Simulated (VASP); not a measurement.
Write the native input for VASP 6.6.1 that does the following.

```
Task                   : relaxation of cell and atoms
Functional             : RPBE
Potentials or basis    : VASP PAW PBE potentials, release 64 (Hf_pv)
Cutoff                 : 600 eV
k mesh                 : 11 × 11 × 11
Occupations            : fermi-dirac, width 0.1 eV
Spin                   : no spin polarisation
Dipole correction      : no
Further INCAR settings : ALGO = Normal; EDIFF = 1e-06; IBRION = 2; EDIFFG = -0.01; NSW = 80; ISIF = 3
```

The structure of Hf lies in POSCAR:

```
Hf
1.0
    2.8913220498      0.0000000000      0.0000000000
    0.0000000000      2.8913220498      0.0000000000
    0.0000000000      0.0000000000      2.8913220498
Hf
1
Direct
    0.0000000000      0.0000000000      0.0000000000
```

The cell was built by a generator and needn't be a form met in nature.

One way to write it, as run:

INCAR

```
SYSTEM = Hf
ALGO = Normal
EDIFF = 1E-6
EDIFFG = -0.01
ENCUT = 600
GGA = RP
IBRION = 2
ISIF = 3
ISMEAR = -1
LASPH = .TRUE.
LCHARG = .FALSE.
LREAL = .FALSE.
LWAVE = .FALSE.
NELM = 80
NSW = 80
PREC = Accurate
SIGMA = 0.1
```

KPOINTS

```
k-points
0
G
  11 11 11
  0 0 0
```

Potentials or basis: VASP PAW PBE potentials, release 64 (Hf_pv).

Command:

```console
$ cat potpaw_PBE.64/Hf_pv/POTCAR > POTCAR
$ mpirun -np 1 vasp_std > vasp.out
```

It gave:

| Item | Value |
| --- | --- |
| Relaxed volume | 25.54 Å³/atom |
| Relaxed cell | a = 2.945 Å, b = 2.945 Å, c = 2.945 Å, α = 90.00°, β = 90.00°, γ = 90.00° |
| Space group after relaxing (to 0.05 Å) | Pm-3m (No. 221) |
| Energy gained by relaxing | 17.1 meV/atom |
| Ionic steps | 3 |
| Pressure after relaxing | 0.0 GPa |
| Band gap on the k mesh | none (metal or under the smearing width) |

Caveat: the PAW data sets were made with another functional, which shifts forces and pressure a little.

Run time: 8.8 s on 1 thread of Intel(R) Xeon(R) 6975P-C (Granite Rapids), on a shared host, peak memory 0.15 GiB.
